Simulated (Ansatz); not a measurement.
**CoO: single point with PBE**

Crystal: CoO.

```
Co O
1.0
     1.50547    0.86918    2.43993
    -1.50547    0.86918    2.43993
     0.00000   -1.73837    2.43993
Co O
1 1
Direct
  0.00000 0.00000 0.00000
  0.50000 0.50000 0.50000
```

The cell is a database's computed one.

```json
{"Program": "Ansatz 0.2.0", "Task": "single point", "Functional": "PBE", "Potentials or basis": "Ansatz PAW", "Cutoff": "420 eV (not typed: the program's choice for these potentials)", "k mesh": "11 × 11 × 11", "Occupations": "gaussian, width 0.013 eV", "Spin": "collinear spin, ferromagnetic start", "Starting moments": "[2.0, 0.0] μB"}
```

```
Pressure               : 0.1 GPa
Band gap on the k mesh : none (metal or under the smearing width)
Net moment             : 2.95 μB per cell
Absolute moment        : 2.97 μB per cell
Site moments           : Co +2.50; O +0.33 μB
```

Stress tensor (GPa, compression positive):
```
 0.41  0.00  0.00
 0.00  0.41  0.00
 0.00  0.00 -0.44
```

Levels at points of the mesh, in eV from the Fermi level:
Spin up:
```csv
k point,band 11,band 12,band 13,band 14,band 15,band 16
"(0.00, 0.00, 0.00)",-3.16,-3.16,-3.10,0.93,16.73,17.98
```
Spin down:
```
           k point  band 8  band 9  band 10  band 11  band 12  band 13
(0.00, 0.00, 0.00)   -2.62   -1.14    -1.14    -1.13     0.05     0.05
```

Run time: 11 s on 2 threads of Intel(R) Xeon(R) Platinum 8488C (Sapphire Rapids), with other jobs on the host, peak memory 0.43 GiB.

Caveat: the pressure holds a Pulay correction of +0.7 GPa for the finite cutoff; a cell with one magnetic atom can't hold antiferromagnetic order, which such compounds often take; semilocal functionals often make such compounds metallic where correlation or magnetic order opens a gap, which also shifts bond lengths. With open d or f shells a metallic result of PBE can be an artefact of self-interaction; +U or a hybrid may open a gap.
